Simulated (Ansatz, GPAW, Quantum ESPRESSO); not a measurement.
**Ta: 4 runs at one level of theory**

```
Ta
1.0
     0.00000    2.11000    2.11000
     2.11000    0.00000    2.11000
     2.11000    2.11000    0.00000
Ta
1
Direct
  0.00000 0.00000 0.00000
```

This isn't the form of Ta at room conditions, which is bcc.

Alike in all runs: task band structure; functional PBEsol; k mesh 11 × 11 × 11; occupations fermi-dirac, width 0.05 eV; no spin polarisation; no spin-orbit coupling. Pressure is positive in compression and, in plane waves, holds the error of the finite cutoff, which Ansatz's Pulay term estimates and takes out.

| program and potentials | plane-wave cutoff (eV) | notes | pressure (GPa) |
| --- | --- | --- | --- |
| Quantum ESPRESSO, GBRV 1.5 PBEsol | 762 | - | -5.77 |
| GPAW, PAW data sets generated for this functional | 600 | - | -5.41 |
| Ansatz, all-electron LAPW, scalar-relativistic | - | - | -5.59 |
| Ansatz, PAW datasets made for the crystal | 240 | - | -5.59 |

The pressure spans -5.77 (Quantum ESPRESSO, GBRV 1.5 PBEsol) to -5.41 GPa (GPAW, PAW data sets generated for this functional), with all-electron results at -5.59.

Differences between rows come from potentials, basis sets and numerical settings, since the functional is the same but for its coding. Runs on potential files found faulty are left out.

All four runs give a negative pressure, so fcc Ta at this lattice parameter is under tension and would contract towards its PBEsol equilibrium volume. The spread between runs is small beside the pressure itself, leaving the sign secure. The Ansatz PAW result matches the all-electron value of -5.59 GPa, while the Quantum ESPRESSO and GPAW values fall on either side of it.

The size of the tension reflects the stiffness of Ta more than a large misfit in volume. In a group 5 metal the d band is filled mainly in its bonding part, and the resulting strong cohesion gives a high bulk modulus, so even a slight stretch of the lattice produces a pressure of several GPa. For the same reason, the disagreement between the runs probably corresponds to only a very small difference in equilibrium lattice parameter. The pressure at a single volume doesn't show whether the fcc lattice resists shear, nor how far it lies in energy above bcc, which this d-band filling favours.
